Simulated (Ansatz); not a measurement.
# Ge3Se2: competing structures

Theory: Ansatz 0.2.0, DFT PBE, scalar-relativistic, plane waves, PAW. Settings: cutoff 420 eV, Γ-centred meshes no coarser than 0.19 Å⁻¹ for metals and 0.3 Å⁻¹ for insulators (2π included), Gaussian smearing.

All energies are static (0 K, no zero-point motion). The comparison covers the computed candidates alone. The k mesh leaves about 4 meV/atom of noise in metals. No run is spin-polarised.

```json
{"#": "1", "started from": "anti-tetradymite type", "space group": "R-3m (No. 166)", "atoms": "5", "V (Å³/atom)": "21.5", "ΔE (meV/atom)": "0", "gap on mesh (eV)": "0.00"}
{"#": "2", "started from": "anti-corundum type", "space group": "R-3c (No. 167)", "atoms": "10", "V (Å³/atom)": "29.5", "ΔE (meV/atom)": "214", "gap on mesh (eV)": "0.00"}
```

The lowest structure: Space group R-3m (No. 166), trigonal, a = 3.878 Å, c = 24.800 Å. Around Ge on Wyckoff site a (1 atom of the primitive cell) lie 6 Se at 2.78 Å; around Ge on Wyckoff site c (2 atoms of the primitive cell) lie 3 Ge at 2.64 Å and 3 Se at 2.87 Å; Se is coordinated by 6 Ge at 2.78–2.87 Å. Its energy against the elements is 0.02 eV/atom, so it is unstable even against them. The zero of energy is the lowest elemental structures computed at the same level; no fitted shifts are applied.

Space group R-3m:H (No. 166). a = 3.878 Å, b = 3.878 Å, c = 24.800 Å, α = 90.00°, β = 90.00°, γ = 120.00°
| atom | site | symmetry | x | y | z |
| --- | --- | --- | --- | --- | --- |
| Ge | 3a | -3m | 0.0000 | 0.0000 | 0.0000 |
| Ge | 6c | 3m | 0.0000 | 0.0000 | 0.1948 |
| Se | 6c | 3m | 0.3333 | 0.6667 | 0.0663 |

The second: Space group R-3c (No. 167), trigonal, a = 7.542 Å, c = 17.993 Å. Ge is coordinated by 2 Se at 2.61 Å; Se is coordinated by 3 Ge at 2.61 Å.